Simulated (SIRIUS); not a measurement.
# KCl (Sylvite) under changes of volume

One of the cells (31.151 Å³/atom); the others are scaled copies at fixed shape and fractional positions:

```
K Cl
1.0
     0.00000    3.14647    3.14647
     3.14647    0.00000    3.14647
     3.14647    3.14647    0.00000
K Cl
1 1
Direct
  0.00000 0.00000 0.00000
  0.50000 0.50000 0.50000
```

| Quantity | Value |
| --- | --- |
| Program | SIRIUS 7.12.0 |
| Functional | WC |
| Potentials or basis | all-electron FP-LAPW |
| Cutoff | 158 eV |
| Basis | apw+lo standard |
| k mesh | 7 × 7 × 7 |
| Occupations | fermi-dirac, width 0.05 eV |
| Spin | no spin polarisation |

```csv
volume (Å³/atom),energy over the lowest point (meV/atom),gap on the mesh (eV)
29.282,?,?
29.905,1.07,5.24
30.528,0.00,5.18
31.151,0.15,5.12
31.774,1.68,5.07
32.397,4.35,5.01
33.020,7.81,4.96
```

**Question.** What does the run at 29.282 Å³/atom give?

**Answer.** Energy over the lowest point 3.80 meV/atom; gap on the mesh 5.31 eV.

Worked out: A Birch-Murnaghan fit of order 3 (a polynomial in V^(-2/3)) to the other rows has its minimum at 30.71 Å³/atom with B0 = V·E''(V) = 17.2 GPa and B' = 5.5. It gives 3.85 meV/atom at 29.282 Å³/atom, against the run's 3.80. A straight line through the other rows of the gap, of slope -2.83 eV per unit of ln V (its deformation potential), extrapolates to 5.30 eV, against the run's 5.31.

Energies are extrapolated to zero smearing.

Caveats: an odd mesh through Γ misses points on the zone boundary, where band edges often lie (some runs).
